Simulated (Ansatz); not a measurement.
# Zr2CF2 MXene monolayer in a perpendicular field, part 3 of 4

What dipole does a perpendicular field induce in the Zr2CF2 MXene monolayer? A positive field points along +c.

Ansatz 0.2.0; plane-wave DFT, PBE-D3(BJ), Ansatz PAW (the session's first sound run).

So far. Step 8 (Atoms held, field 0.3 V/Å): The dipole is 0.0824 e·Å. Step 9 (Response, atoms held): The induced dipole is that of a conductor 5.33 Å thick.

### 10. Relaxing in the field, field 0.1 V/Å

This step: plane-wave DFT, PBE-D3(BJ), Ansatz PAW (Ansatz 0.2.0).

Now the atoms may follow the field. A weak field makes forces of meV/Å to tens of meV/Å, so the force tolerance is set well below the usual one.

input.yaml reads:

```yaml
crystal:
  lattice:
    - [3.2818914181, 0.0, 0.0]
    - [-1.6409457091, 2.8422013406, 0.0]
    - [0.0, 0.0, 23.1361662452]
  atoms:
    - { symbol: F, position: [0.3333333333, 0.6666666667, 0.3890013542] }
    - { symbol: Zr, position: [0.6666666667, 0.3333333333, 0.4467263161] }
    - { symbol: C, position: [0.0, 0.0, 0.5] }
    - { symbol: Zr, position: [0.3333333333, 0.6666666667, 0.5532736839] }
    - { symbol: F, position: [0.6666666667, 0.3333333333, 0.6109986458] }
kpoints:
  mp_grid: { grid: [12, 12, 1] }
hamiltonian:
  xc: pbe
  dispersion: d3bj
scf:
  occupations: { method: fermi_dirac, width: 0.05 }
  convergence: { dr2_threshold: 1.0e-10 }
efield:
  axis: 3
  dipole_correction: true
  ramp_position: 0.9252
  ramp_width: 0.1495
  amplitude: 0.1
relax:
  f_tol: 0.001
  max_steps: 60
output:
  write_potential: true
  write_density: true
  volumetric_format: npy
```

Launch:

```console
ansatz run input.yaml --threads 4 --pin off --max-ram 6144MiB --backend cpu --events-out ev --progress --plain --runs-dir out
```

Numbers of over 12 decimals in the logs are rounded to 6 here.

Log:

```text
[...]
Crystal: 5 atoms, lattice volume = 215.809 Å³
Basis set: ecut = 420 eV, 4313 PW (Γ), exchange–correlation on 48×48×320 points (8 copies of the dense FFT grid, shifted against one another)
Bands: 26, of which v1, the nominal top of the filled ones, is band 21 counted from 1 (20 counted from 0)
Symmetry: 6 space group operations
k-points: 19 of 144 (time reversal used)
[...]
SCF iter   1: F=—  HF=-10247.326434 eV  |F-HF|=—  |Δ(HF+E_count)|=         —  Δρ=7.12e-2  dr2=2.05e1  ethr=3.10e-3  p=0.034 e·Å  D=2.87e-2 V/Å  ΔV_dip=-0.66 eV  dr2_dipole=3.26e-4  V_vac-E_F(+/−)=8.25/7.00 eV  ⟨swp⟩=8.4  Hψ=2665  notcnv=0
[...]
SCF iter  12: F=-10242.082967 eV  HF=-10242.082967 eV  |F-HF|=1.16e-10  |Δ(HF+E_count)|=   1.01e-8  Δρ=1.65e-7  dr2=3.33e-11  ethr=1.00e-12  p=0.027 e·Å  D=2.30e-2 V/Å  ΔV_dip=-0.53 eV  dr2_dipole=1.32e-13  V_vac-E_F(+/−)=4.64/3.27 eV  ⟨swp⟩=8.3  Hψ=2982  notcnv=0
SCF 1 converged in 12 iterations: F = -10242.082967 eV  dr2 = 3.33e-11
[...]
relax step   1: F+E_penalty+E_count = -10242.08296735 eV  Δ(F+E_penalty+E_count) = +0.000e0 eV  max|allowed force component| = 4.356e-2 eV/Å  Δτ_max = 0.0000 Å  (12 SCF iters, accepted)
[...]
SCF iter   8: F=-10242.083093 eV  HF=-10242.083093 eV  |F-HF|=1.75e-10  |Δ(HF+E_count)|=   2.26e-9  Δρ=1.33e-7  dr2=2.65e-11  ethr=1.00e-12  p=0.032 e·Å  D=2.73e-2 V/Å  ΔV_dip=-0.63 eV  dr2_dipole=9.20e-14  V_vac-E_F(+/−)=4.60/3.32 eV  ⟨swp⟩=8.0  Hψ=2931  notcnv=0
SCF 2 converged in 8 iterations: F = -10242.083093 eV  dr2 = 2.65e-11
relax step   2: F+E_penalty+E_count = -10242.08309303 eV  Δ(F+E_penalty+E_count) = -1.257e-4 eV  max|allowed force component| = 2.420e-2 eV/Å  Δτ_max = 0.0043 Å  (8 SCF iters, accepted)
SCF iter   1: F=—  HF=-10242.083235 eV  |F-HF|=—  |Δ(HF+E_count)|=         —  Δρ=8.50e-5  dr2=3.82e-5  ethr=9.54e-7  p=0.032 e·Å  D=2.73e-2 V/Å  ΔV_dip=-0.63 eV  dr2_dipole=7.22e-6  V_vac-E_F(+/−)=4.60/3.32 eV  ⟨swp⟩=2.1  Hψ=985  notcnv=0  defer=6
[...]
SCF iter   7: F=-10242.083135 eV  HF=-10242.083135 eV  |F-HF|=2.00e-10  |Δ(HF+E_count)|=  9.91e-10  Δρ=1.39e-7  dr2=2.15e-11  ethr=1.00e-12  p=0.031 e·Å  D=2.59e-2 V/Å  ΔV_dip=-0.60 eV  dr2_dipole=1.00e-15  V_vac-E_F(+/−)=4.61/3.30 eV  ⟨swp⟩=8.0  Hψ=2950  notcnv=0
SCF 3 converged in 7 iterations: F = -10242.083135 eV  dr2 = 2.15e-11
relax step   3: F+E_penalty+E_count = -10242.08313505 eV  Δ(F+E_penalty+E_count) = -4.202e-5 eV  max|allowed force component| = 3.751e-3 eV/Å  Δτ_max = 0.0017 Å  (7 SCF iters, accepted)
[...]
relax step   4: F+E_penalty+E_count = -10242.08313543 eV  Δ(F+E_penalty+E_count) = -3.748e-7 eV  max|allowed force component| = 2.826e-3 eV/Å  Δτ_max = 0.0003 Å  (6 SCF iters, accepted)
SCF iter   1: F=—  HF=-10242.083115 eV  |F-HF|=—  |Δ(HF+E_count)|=         —  Δρ=9.26e-6  dr2=2.16e-7  ethr=5.31e-9  p=0.031 e·Å  D=2.58e-2 V/Å  ΔV_dip=-0.60 eV  dr2_dipole=3.62e-9  V_vac-E_F(+/−)=4.61/3.30 eV  ⟨swp⟩=2.0  Hψ=1007  notcnv=0  defer=6
[...]
SCF iter   5: F=-10242.083136 eV  HF=-10242.083136 eV  |F-HF|=7.46e-11  |Δ(HF+E_count)|=  9.88e-10  Δρ=1.13e-7  dr2=2.00e-11  ethr=1.00e-12  p=0.031 e·Å  D=2.59e-2 V/Å  ΔV_dip=-0.60 eV  dr2_dipole=5.59e-13  V_vac-E_F(+/−)=4.61/3.30 eV  ⟨swp⟩=7.9  Hψ=2910  notcnv=0
SCF 5 converged in 5 iterations: F = -10242.083136 eV  dr2 = 2.00e-11
relax step   5: F+E_penalty+E_count = -10242.08313571 eV  Δ(F+E_penalty+E_count) = -2.801e-7 eV  max|allowed force component| = 1.195e-4 eV/Å  Δτ_max = 0.0001 Å  (5 SCF iters, accepted)
[...]
the band table was solved once a step of the walk had ended and its energy, with any forces and stress, was formed, with the checks that follow a solve (2743 applications of the Hamiltonian). They found nothing against the state; the energy, forces and stress were not computed again (output.eigenvalues in the input reference)
[...]
SCF converged after 5 iterations
Free energy (F): -10242.083136 eV
[...]
Internal energy: -10242.071478 eV  (E = F + TS)
E sigma→0 (E₀):  -10242.077307 eV
Entropy (-TS):   -0.011657 eV (-2.331 meV/atom)
Fermi energy:    1.273888 eV
Dipole field:    D = 0.025852 V/Å  (p = 0.030832 e·Å, saw-weighted, corrected)
Work function:   not extracted (applied field tilts the vacuum); planar V_es + V_field profile in the machine report
[...]
--- Forces (eV/Å), atoms counted from 1 ---
  atom   1  F      0.00000000    -0.00000000     0.00000110
  atom   2  Zr     0.00000000    -0.00000000     0.00006215
  atom   3  C      0.00000000     0.00000000    -0.00011929
  atom   4  Zr    -0.00000000     0.00000000     0.00005556
  atom   5  F      0.00000000     0.00000000     0.00000155
  max |Σ_I F_I| component: 1.07e-6 eV/Å
--- Band table (eV; the first three rows and the last of 19) ---
  k-point 0: bands = [... 17 lower, -3.0370, -1.8006, -1.8006, 1.4594, 1.4594, 1.6704, 3.1693, 3.5464, ... 1 higher]
  k-point 1: bands = [... 17 lower, -2.9666, -1.9910, -1.8161, 1.1997, 1.6079, 1.7399, 3.3110, 3.4546, ... 1 higher]
  k-point 2: bands = [... 17 lower, -2.8047, -2.3825, -1.8402, 0.6341, 1.9772, 2.0326, 3.2833, 3.3784, ... 1 higher]
  k-point 18: bands = [... 17 lower, -2.8384, -2.8381, -2.1206, 1.6959, 2.5096, 2.5235, 3.8796, 4.3712, ... 1 higher]
--- Relaxed structure (5 steps of the walk, 5 accepted, 0 SCFs on fresh bases) ---
  F+E_penalty+E_count = -10242.08313571 eV   max|allowed force component| = 1.195e-4 eV/Å
  atoms:
    - { symbol: F, position: [0.333333, 0.666667, 0.388883] }
    - { symbol: Zr, position: [0.666667, 0.333333, 0.446798] }
    - { symbol: C, position: [0, 0, 0.500060] }
    - { symbol: Zr, position: [0.333333, 0.666667, 0.553355] }
    - { symbol: F, position: [0.666667, 0.333333, 0.610905] }
```

Run time: 7.4 s. Hardware: 4 threads of AMD EPYC 9R14 (Zen 4), shared host; peak memory 0.58 GiB; 27 s of CPU time.

Hardly anything moved in the relaxation; the energy changed by under 0.2 meV an atom.

Numbers from this step:

```yaml
energy_at_zero_smearing: -10242.0773 eV
dipole_along_the_normal: 0.03083 e·Å
```

The relaxation took 5 steps and lowered the energy by 1.7e-4 eV; the largest force on the free atoms ends at 1.2e-4 eV/Å.

The dipole is 0.0308 e·Å.

### 11. Field on, atoms free, field -0.1 V/Å

The opposite sign, again from the field-free geometry; the difference of the two cancels what relaxes without a field.

Changes to input.yaml since step 10:

```diff
@@ -24,3 +24,3 @@
   ramp_width: 0.1495
-  amplitude: 0.1
+  amplitude: -0.1
 relax:
```

Log:

```text
[...]
Crystal: 5 atoms, lattice volume = 215.809 Å³
Basis set: ecut = 420 eV, 4313 PW (Γ), exchange–correlation on 48×48×320 points (8 copies of the dense FFT grid, shifted against one another)
Bands: 26, of which v1, the nominal top of the filled ones, is band 21 counted from 1 (20 counted from 0)
Symmetry: 6 space group operations
k-points: 19 of 144 (time reversal used)
[...]
--- Relaxed structure (5 steps of the walk, 5 accepted, 0 SCFs on fresh bases) ---
  F+E_penalty+E_count = -10242.08313571 eV   max|allowed force component| = 1.196e-4 eV/Å
  atoms:
    - { symbol: F, position: [0.333333, 0.666667, 0.389095] }
    - { symbol: Zr, position: [0.666667, 0.333333, 0.446645] }
    - { symbol: C, position: [0, 0, 0.499940] }
    - { symbol: Zr, position: [0.333333, 0.666667, 0.553202] }
    - { symbol: F, position: [0.666667, 0.333333, 0.611117] }
[key lines of the parts left out:]
SCF converged after 5 iterations
Free energy (F): -10242.083136 eV
Fermi energy:    1.273716 eV
Dipole field:    D = -0.025852 V/Å  (p = -0.030832 e·Å, saw-weighted, corrected)
```

The job ended after 7.8 s (4 threads; peak memory 0.57 GiB; 28 s of CPU time).

No atom moved by 0.005 Å in the relaxation.

This step gave:

* dipole along the normal: -0.03083 e·Å

The relaxation took 5 steps and lowered the energy by 1.7e-4 eV; the largest force on the free atoms ends at 1.2e-4 eV/Å.

The dipole is -0.0308 e·Å.

### 12. Response, atoms relaxed

This step: plane-wave DFT, PBE-D3(BJ), Ansatz PAW; response to a field along the normal, atoms relaxed (Ansatz 0.2.0).

The same analysis on the two relaxed runs holds the ionic part too; their mesh is coarser, so small differences from the held value can come from that.

This step gave:

```
equivalent conductor thickness p/(ε₀AE) : 5.981 Å
distance between the outer atoms        : 5.137 Å
```

The dipole of the cell by applied field:

```csv
applied field (V/Å),dipole of the cell (e·Å)
-0.1000,-0.0308
0.1000,0.0308
```

Local field over the applied field, running mean. From the potentials at -0.1 and 0.1 V/Å; running mean over 2.5 Å. The local field over applied field by z:

```csv
z (Å),local field over applied field
4.5,1.000
5.0,1.000
5.5,0.999
6.0,0.995
6.5,0.981
7.0,0.898
7.5,0.779
8.0,0.833
8.5,0.705
9.0,0.379
9.5,0.114
10.0,0.145
10.5,-0.108
11.0,-0.0564
11.5,-0.00562
12.0,-0.0145
12.5,-0.150
13.0,0.0944
13.5,0.130
14.0,0.282
14.5,0.621
15.0,0.838
15.5,0.792
16.0,0.836
16.5,0.971
17.0,0.993
17.5,0.998
18.0,1.000
18.5,1.000
19.0,1.000
```

Electrons, planar mean, per unit field. Table of induced electron density by z:

```csv
z (Å),induced electron density (e/Å³ per V/Å)
4.05,2.4e-7
4.48,0
4.92,9.1e-7
5.21,1.7e-6
5.64,4.5e-6
6.07,1.7e-5
6.51,5.8e-5
6.94,2.0e-4
7.23,4.7e-4
7.66,0.00169
8.10,0.00720
8.53,0.0355
8.97,0.00777
9.40,-0.0471
9.69,-0.0347
10.12,-0.0103
10.56,0.00727
10.99,0.0132
11.42,2.0e-4
11.71,-2.0e-4
12.15,-0.0132
12.58,-0.00727
13.01,0.0103
13.45,0.0347
13.74,0.0471
14.17,-0.00777
14.60,-0.0355
15.04,-0.00720
15.47,-0.00169
15.91,-4.7e-4
16.20,-2.0e-4
16.63,-5.8e-5
17.06,-1.7e-5
17.50,-4.5e-6
17.93,-1.7e-6
18.22,-9.1e-7
18.65,0
19.09,-2.4e-7
```

The induced dipole is that of a conductor 5.98 Å thick.

### 13. With spin-orbit coupling, k-mesh 12×12×1

This step: plane-wave DFT, PBE, fully relativistic PAW with spin-orbit coupling (Ansatz 0.2.0).

Heavy atoms split their bands by spin-orbit coupling, so this run uses fully relativistic files and two-component states.

input.yaml, the sections that differ from step 11:

```yaml
kpoints:
  mp_grid: { grid: [12, 12, 1] }
  band_path:
    path: [[0, 0, 0], [0.5, 0, 0], [0.33333333, 0.33333333, 0], [0, 0, 0]]
    npoints: 16
hamiltonian:
  xc: pbe
  pseudopotentials: { kind: paw_fr }
magnetization:
  noncollinear: true
  spin_orbit: true
scf:
  occupations: { method: fermi_dirac, width: 0.05 }
  convergence: { dr2_threshold: 1.0e-09 }
efield:
  axis: 3
  dipole_correction: true
  ramp_position: 0.97
  ramp_width: 0.06
  amplitude: 0
# crystal, output: as in step 11
# relax: removed
```

Log:

```text
[...]
non-collinear run that drives no moment, with spin-orbit: no starting moment large enough to seed its density (crystal.atoms[].spin), no starting occupations that ask for one, no magnetisation constraint and no magnetic field, so the semilocal B_xc is pinned to zero
Crystal: 5 atoms, lattice volume = 215.809 Å³
Basis set: ecut = 420 eV, 4313 PW (Γ)
Bands: 52, of which v1, the nominal top of the filled ones, is band 42 counted from 1 (41 counted from 0)
Symmetry: 6 space group operations + 6 with time reversal
k-points: 19 of 144 (time reversal used)
Projection manifold: j_resolved (fully-relativistic pseudo-atomic orbitals)
[...]
SCF iter   1: F=—  HF=-10248.031397 eV  |F-HF|=—  |Δ(HF+E_count)|=         —  Δρ=7.12e-2  dr2=2.05e1  dr2_m=0.00e0 (ungated)  ethr=3.10e-3  |M|=0.00e0 ∫|m|=0.00e0 μB  |m|>n=0.0e0 m-floor=0.0e0 τ_xc=0.0e0  β_m=1.00  p=0.000 e·Å  D=7.75e-14 V/Å  ΔV_dip=-0.00 eV  dr2_dipole=2.19e-8  V_vac-E_F(+/−)=7.66/7.66 eV  ⟨swp⟩=8.1  Hψ=5399  notcnv=0  defer=6
[...]
spin=Noncollinear: LDOS preconditioning applied to the charge; magnetization (m_x, m_y, m_z) channels mix plain (no charge-response kernel on spin).
SCF iter   2: F=—  HF=-10252.348077 eV  |F-HF|=—  |Δ(HF+E_count)|=    4.32e0  Δρ=1.16e-1  dr2=4.10e1  dr2_m=0.00e0 (ungated)  ethr=3.10e-3  |M|=0.00e0 ∫|m|=0.00e0 μB  |m|>n=0.0e0 m-floor=0.0e0 τ_xc=0.0e0  β_m=0.48  p=0.000 e·Å  D=3.12e-5 V/Å  ΔV_dip=-0.00 eV  dr2_dipole=3.94e-7  V_vac-E_F(+/−)=1.59/1.59 eV  ⟨swp⟩=7.5  Hψ=3475  notcnv=0  defer=69
[...]
SCF iter  12: F=-10242.788133 eV  HF=-10242.788133 eV  |F-HF|=3.64e-12  |Δ(HF+E_count)|=  8.37e-11  Δρ=2.25e-7  dr2=7.87e-11  dr2_m=0.00e0 (ungated)  ethr=2.38e-12  |M|=0.00e0 ∫|m|=0.00e0 μB  |m|>n=0.0e0 m-floor=0.0e0 τ_xc=0.0e0  p=-0.000 e·Å  D=-3.32e-7 V/Å  ΔV_dip=0.00 eV  dr2_dipole=9.43e-13  V_vac-E_F(+/−)=3.98/3.98 eV  ⟨swp⟩=14.9  Hψ=3869  notcnv=0
SCF 1 converged in 12 iterations: F = -10242.788133 eV  dr2 = 7.87e-11
[...]
SCF converged after 12 iterations
Magnetization: |M| = 0.0000 μB,  M = (+0.0000, +0.0000, +0.0000) μB
Absolute magnetization: 0.0000 μB (∫|m|)
  site 0: m = (+0.0000, +0.0000, +0.0000) μB, |m| = 0.0000 μB  (R = 0.96 Å)
  site 1: m = (+0.0000, +0.0000, +0.0000) μB, |m| = 0.0000 μB  (R = 0.93 Å)
  site 2: m = (+0.0000, +0.0000, +0.0000) μB, |m| = 0.0000 μB  (R = 0.93 Å)
  site 3: m = (+0.0000, +0.0000, +0.0000) μB, |m| = 0.0000 μB  (R = 0.93 Å)
  site 4: m = (+0.0000, +0.0000, +0.0000) μB, |m| = 0.0000 μB  (R = 0.96 Å)
Free energy (F): -10242.788133 eV
[...]
Internal energy: -10242.776480 eV  (E = F + TS)
E sigma→0 (E₀):  -10242.782307 eV
Entropy (-TS):   -0.011653 eV (-2.331 meV/atom)
Fermi energy:    1.275940 eV
Dipole field:    D = 0.000001 V/Å  (p = 0.000001 e·Å, saw-weighted, corrected)
Work function:   Φ+ = 3.9838 eV   Φ− = 3.9839 eV
[...]
--- Band table (eV; the first three rows and the last of 19) ---
  k-point 0: bands = [... 38 lower, -1.7972, -1.7972, 1.4404, 1.4404, 1.4748, 1.4748, 1.6823, 1.6823, ... 6 higher]
  k-point 1: bands = [... 38 lower, -1.8142, -1.8142, 1.2002, 1.2002, 1.6051, 1.6051, 1.7499, 1.7499, ... 6 higher]
  k-point 2: bands = [... 38 lower, -1.8381, -1.8381, 0.6363, 0.6363, 1.9695, 1.9695, 2.0452, 2.0452, ... 6 higher]
  k-point 18: bands = [... 38 lower, -2.1159, -2.1159, 1.6984, 1.6984, 2.4962, 2.4962, 2.5410, 2.5410, ... 6 higher]
```

Wall time 27 s (4 threads); peak memory 1.4 GiB.

This step gave:

```
energy at zero smearing   : -10242.7823 eV
work function, upper face : 3.984 eV
dipole along the normal   : 1.10e-6 e·Å
```

The electronic bands at the labelled points (eV, zero at the Fermi level):

```csv
point,band 41,band 42,band 43,band 44,band 45,band 46,band 47,band 48
Γ,0.16,0.16,0.20,0.20,0.41,0.41,1.90,1.90
halfway,-1.24,-1.24,1.11,1.11,1.41,1.41,2.14,2.14
M,-2.17,-2.17,2.23,2.23,3.16,3.16,3.25,3.25
halfway,-1.05,-1.05,1.81,1.81,2.35,2.35,2.64,2.64
K,0.42,0.42,1.22,1.22,1.26,1.26,2.61,2.61
halfway,-0.50,-0.50,-0.13,-0.13,2.17,2.17,2.53,2.53
Γ,0.16,0.16,0.20,0.20,0.41,0.41,1.90,1.90
```

The work function of the upper face is 3.98 eV.

### 14. With spin-orbit coupling, k-mesh 12×12×1, field -0.2 V/Å

The same in a field along the normal.

Changes to input.yaml since step 13:

```diff
@@ -13,5 +13,3 @@
   mp_grid: { grid: [12, 12, 1] }
-  band_path:
-    path: [[0, 0, 0], [0.5, 0, 0], [0.33333333, 0.33333333, 0], [0, 0, 0]]
-    npoints: 16
+  band_path: { path: [[0, 0, 0], [0.12, 0, 0]], npoints: 24 }
 hamiltonian:
@@ -28,5 +26,5 @@
   dipole_correction: true
-  ramp_position: 0.97
-  ramp_width: 0.06
-  amplitude: 0
+  ramp_position: 0.9252
+  ramp_width: 0.1495
+  amplitude: -0.2
 output:
```

Log:

```text
[...]
Crystal: 5 atoms, lattice volume = 215.809 Å³
Basis set: ecut = 420 eV, 4313 PW (Γ)
Bands: 52, of which v1, the nominal top of the filled ones, is band 42 counted from 1 (41 counted from 0)
Symmetry: 6 space group operations + 6 with time reversal
k-points: 19 of 144 (time reversal used)
[...]
k-point 0: bands = [... 38 lower, -1.7982, -1.7982, 1.4394, 1.4394, 1.4737, 1.4737, 1.6812, 1.6812, ... 6 higher]
  k-point 1: bands = [... 38 lower, -1.8152, -1.8151, 1.1990, 1.1993, 1.6041, 1.6042, 1.7485, 1.7492, ... 6 higher]
  k-point 2: bands = [... 38 lower, -1.8390, -1.8390, 0.6351, 0.6353, 1.9676, 1.9692, 2.0437, 2.0446, ... 6 higher]
  k-point 18: bands = [... 38 lower, -2.1169, -2.1169, 1.6972, 1.6974, 2.4933, 2.4968, 2.5386, 2.5410, ... 6 higher]
[key lines of the parts left out:]
SCF converged after 12 iterations
Magnetization: |M| = 0.0000 μB,  M = (+0.0000, +0.0000, +0.0000) μB
Free energy (F): -10242.793628 eV
Fermi energy:    1.274872 eV
Dipole field:    D = -0.046080 V/Å  (p = -0.054956 e·Å, saw-weighted, corrected)
```

Elapsed: 24 s, on 4 threads; peak memory 1.5 GiB; 91 s of CPU time.

This step gave:

| Quantity | Value |
| --- | --- |
| energy at zero smearing | -10242.7878 eV |
| dipole along the normal | -0.05496 e·Å |

The dipole is -0.0550 e·Å.

(Part 3 of 4 ends here.)

[Logs are printed without paths, hosts, clocks, repeated set-up lines and the standing remarks that a program may print on its own settings, such as how far it seeks lower states.]

[Hosts, paths, dates, database ids (printed as entryN), source tags and the programs' standing remarks are cut or masked in the printed files.]

[Maps of the electrostatic potential energy from Ansatz leave out the sawtooth potential of an applied field or a dipole correction, so their vacuum need not be flat; planar profiles and work functions include it.]
